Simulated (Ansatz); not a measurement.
A 6-atom cell of CO2 (Cmce) from a materials database, relaxed with r2SCAN+rVV10 in the PAW code Ansatz. The symmetry is Cmce (No. 64, orthorhombic); conventional cell a = 5.286 Å, b = 4.760 Å, c = 6.427 Å, 13.47 Å³ an atom. Around C lie 2 O at 1.16 Å; around O lie 1 C at 1.16 Å.

The axes x, y and z are those of this cell:
```
CELL_PARAMETERS angstrom
2.64290 -2.37987 0.00000
2.64290 2.37987 0.00000
0.00000 0.00000 6.42703
ATOMIC_POSITIONS crystal
C 0.00000 0.00000 0.00000
C 0.50000 0.50000 0.50000
O 0.80373 0.19627 0.89287
O 0.19627 0.80373 0.10713
O 0.69627 0.30373 0.39287
O 0.30373 0.69627 0.60713
```

Unstrained: The PBE gap is indirect, 6.703 eV (Y to Γ), below the direct gap of 7.261 eV at Γ. The r2SCAN gap is indirect, 7.313 eV (Y to Γ), below the direct gap of 7.883 eV at Γ. With HSE06 the valence top lies at Y and the conduction bottom at Γ, 8.438 eV higher; the smallest vertical gap, at Γ, is 9.046 eV. Meshes: PBE 8×8×4, r2SCAN 8×8×4, HSE06 4×4×2. Strains are changes of length per length. After each strain the atoms were relaxed again with r2SCAN+rVV10 within the symmetry that the strain leaves, so tilts or polar shifts that break it weren't tested; points keep the names that they have in the unstrained zone. (Simulation; spin polarisation is off.)

Task: Estimate what isotropic -3.72 % on every length does to the gap.

Result: PBE: the gap goes from 6.703 to 6.796 eV (+0.093 eV). r2SCAN: the gap goes from 7.313 to 7.409 eV (+0.096 eV). HSE06: the gap goes from 8.438 to 8.589 eV (+0.151 eV).

Task: Estimate what uniaxial -0.87 % along x, other directions held does to the gap.

Result: PBE: the gap goes from 6.703 to 6.708 eV (+0.005 eV). r2SCAN: the gap goes from 7.313 to 7.317 eV (+0.004 eV). HSE06: the gap goes from 8.438 to 8.444 eV (+0.006 eV).

Task: Estimate what uniaxial -4.15 % along y, other directions held does to the gap.

Result: PBE: the gap goes from 6.703 to 6.779 eV (+0.076 eV). r2SCAN: the gap goes from 7.313 to 7.387 eV (+0.074 eV). HSE06: the gap goes from 8.438 to 8.524 eV (+0.086 eV).

The meshes of the hybrids are coarse, so their gaps aren't converged to the digits shown.
